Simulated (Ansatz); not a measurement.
Level of theory: DFT PBE, scalar-relativistic, plane waves, PAW in Ansatz. All cells share a 420 eV cutoff and Γ-centred k meshes spaced at most about 0.3 Å⁻¹ (2π included). No spin polarisation.

Each guess is relaxed in cell and atoms at zero pressure, on a coarse mesh first where it starts far from rest and then on a converged one. The steps can't lower the symmetry of the start, but it can rise. Energies are static (0 K, no zero-point motion).

Two unrelaxed guesses for LiH:

Guess 1.

```xyz
2
Lattice="2.5906 0.0000 0.0000 0.0000 2.5906 0.0000 0.0000 0.0000 2.5906" Properties=species:S:1:pos:R:3 pbc="T T T"
Li    0.0000    0.0000    0.0000
H     1.2953    1.2953    1.2953
```

Guess 2.

```xyz
10
Lattice="3.2430 0.0000 0.0000 -1.6215 2.8085 0.0000 0.0000 0.0000 13.3578" Properties=species:S:1:pos:R:3 pbc="T T T"
Li    0.0000    0.0000   10.6863
Li    0.0000    0.0000    0.0000
Li    0.0000    0.0000    2.6716
Li    0.0000    1.8724    5.3431
Li    1.6215    0.9362    8.0147
H     0.0000    1.8724    9.3505
H     1.6215    0.9362   12.0220
H     0.0000    1.8724    1.3358
H     1.6215    0.9362    4.0073
H     0.0000    0.0000    6.6789
```

Question: Where do they end, and which end is lower?

Answer: Guess 2 ends lower, by 213 meV/atom. Guess 1: Pm-3m at 8.7 Å³/atom → Pm-3m (caesium chloride type) at 7.9 Å³/atom; Guess 2: P-3m1 at 12.2 Å³/atom → P-3m1 at 8.1 Å³/atom. Counting H atoms around Li (those within 1.25 times the shortest such distance or 1.15 times the sum of covalent radii), the end of guess 1 has Li 8 and the end of guess 2 has Li 6. End of guess 1. Conventional cell: a = 2.507 Å. Li is surrounded by 8 H at 2.17 Å and 6 Li at 2.51 Å; around H lie 8 Li at 2.17 Å and 6 H at 2.51 Å. End of guess 2. Conventional cell: a = 2.813 Å, c = 11.842 Å. Around Li on a site of symmetry 3m lie 6 H at 1.99–2.04 Å; Li on a site of symmetry -3m has 6 H at 2.03 Å; H on a site of symmetry 3m has 6 Li at 1.99 Å; 3 more sites not described.

Shaken at random and relaxed again, the end of guess 1 falls into a cell with the nickel arsenide type, space group P6_3/mmc (No. 194), 181 meV/atom lower, so it is a saddle point or a shallow minimum. Shaken at random and relaxed again, the end of guess 2 came back. Neither end is the lowest form computed: that has the rock salt type, space group Fm-3m (No. 225), is reached from a cell as deposited in COD and lies 22 meV/atom below the better end. With hydrogen, zero-point motion can shift such differences by 10 meV/atom or more. Some candidate types were left out of the draw beforehand, so a known form may be missing.
